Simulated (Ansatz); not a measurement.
# InN: tensor shear ε_xz = +2.90 %

The reference is InN in the zinc blende structure (space group F-43m, No. 216; a = 4.999 Å). Axes: x, y, z lie along the cube axes.

It is then changed as follows: tensor shear ε_xz = +2.90 % (engineering shear γ = 0.0580); the atoms relax in the strained cell.

Level of theory: r2SCAN (Ansatz, a program for electronic structure), without spin-orbit coupling. k-mesh 11×11×11 (Γ-centred); smearing 0.05 eV (Fermi–Dirac).

```csv
quantity,base,changed,shift
volume per atom,15.62 Å³,15.60 Å³,-0.013 Å³
space group,F-43m (No. 216),Imm2 (No. 44),–
shortest interatomic distance,216.5 pm,215.6 pm,-0.9 pm
energy relative to the base (free energy F),0 meV/atom,+14 meV/atom,+14 meV/atom
"pressure (mean of the normal stresses, compression positive)",0.0 GPa,0.0 GPa,0.0 GPa
band gap,zero,zero,–
largest internal atomic displacement,–,0.028 Å,–
"stress (xx, yy, zz, yz, xz, xy; compression positive) (rough)",–,"(0.0, -0.2, 0.0, 0.0, -4.9, 0.0) GPa",–
```

Without a gap, meshes like the base's 11×11×11 leave anisotropic stresses uncertain by several tenths of a GPa, and small strain energies with them. No phonon test of stability was made. The final runs are not spin-polarised. Gaps under 0.05 eV, about the width of the smearing, are given as zero. This is not the structure that InN has at room temperature and ambient pressure. The zero or small gap of InN can change with the level of theory.
